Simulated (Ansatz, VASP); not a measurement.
## Pt in VASP and in Ansatz

File INCAR:

```
ALGO = Normal
EDIFF = 1E-6
ENCUT = 520
GGA = CA
ISIF = 2
ISMEAR = -1
LASPH = T
LCHARG = F
LREAL = F
LWAVE = F
NBANDS = 11
NELM = 80
PREC = Accurate
SIGMA = 0.05
```

The input KPOINTS:

```
k-points
0
Gamma
  12 12 12
```

The input POSCAR:

```
Pt
1.0
   -1.6152910255      1.6152910255      1.6152910255
    1.6152910255     -1.6152910255      1.6152910255
    1.6152910255      1.6152910255     -1.6152910255
Pt
1
Direct
    0.0000000000      0.0000000000      0.0000000000
```

The input input.yaml:

```yaml
crystal:
  lattice:
    - [-1.6152910255, 1.6152910255, 1.6152910255]
    - [1.6152910255, -1.6152910255, 1.6152910255]
    - [1.6152910255, 1.6152910255, -1.6152910255]
  atoms:
    - { symbol: Pt, position: [0.0, 0.0, 0.0] }
kpoints:
  mp_grid: { grid: [12, 12, 12] }
scf:
  occupations: { method: fermi_dirac, width: 0.05 }
hamiltonian:
  xc: lda
  pseudopotentials: { kind: all_electron, lapw: { basis_error: 0.001 } }
output:
  forces: true
  stress: true
  eigenvalues: true
```

Change from the starting cell: volume scaled by 1.06.

Alike in both runs: task single point; functional LDA; k mesh 12 × 12 × 12; occupations fermi-dirac, width 0.05 eV; no spin polarisation.

|  | VASP | Ansatz |
| --- | --- | --- |
| version | VASP 6.6.1 | Ansatz 0.2.0 |
| potentials or method | VASP PAW LDA potentials, release 64 (Pt) | all-electron LAPW, scalar-relativistic |
| plane-wave cutoff (eV) | 520 | see its input |

```tsv
	VASP	Ansatz	Ansatz less VASP
gap on the k mesh at the Fermi level (eV)	none	none	-
pressure (GPa)	-25.8	-26.3	-0.45
```

A gap of «none» marks a metal or a gap that the smearing closes. Ansatz ran all-electron here, so the differences hold the error of VASP's frozen core and of both bases.

Caveats: so large a pressure means that the cell lies far from this level's equilibrium, or that cutoff or potentials fall short (VASP). Spin-orbit coupling is left out, which matters for the levels of Pt.
